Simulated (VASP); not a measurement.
Set up this calculation in VASP 6.6.1, as the native input.

```yaml
Task: single point
Functional: PBE
Potentials_or_basis: VASP PAW PBE potentials, release 64 (W_sv)
Cutoff: 450 eV
k_mesh: 14 × 14 × 14
Occupations: gaussian, width 0.1 eV
Spin: no spin polarisation
Further_INCAR_settings: ALGO = Fast; EDIFF = 1e-07; NBANDS = 13
```

The structure of W lies in POSCAR:

```
W
1.0
   -1.5823450000      1.5823450000      1.5823450000
    1.5823450000     -1.5823450000      1.5823450000
    1.5823450000      1.5823450000     -1.5823450000
W
1
Direct
    0.0000000000      0.0000000000      0.0000000000
```

The input as run:

INCAR

```
SYSTEM = W
ALGO = Fast
EDIFF = 1E-7
ENCUT = 450
GGA = PE
ISIF = 2
ISMEAR = 0
LASPH = .True.
LCHARG = .False.
LREAL = .False.
LWAVE = .False.
NBANDS = 13
NELM = 100
PREC = Accurate
SIGMA = 0.1
```

KPOINTS

```
k-points
0
Gamma
  14 14 14
  0 0 0
```

Potentials or basis: VASP PAW PBE potentials, release 64 (W_sv).

The run is started by

```sh
$ cat potpaw_PBE.64/W_sv/POTCAR > POTCAR
$ mpirun -np 1 vasp_std > vasp.out
```

Results of the run:

* Pressure: 6.7 GPa
* Band gap on the k mesh: none (metal or under the smearing width)

Wall time 27 s on 1 thread of AMD EPYC 7R43 64-Core Processor (Zen 3), on a shared host, peak memory 0.1 GiB.
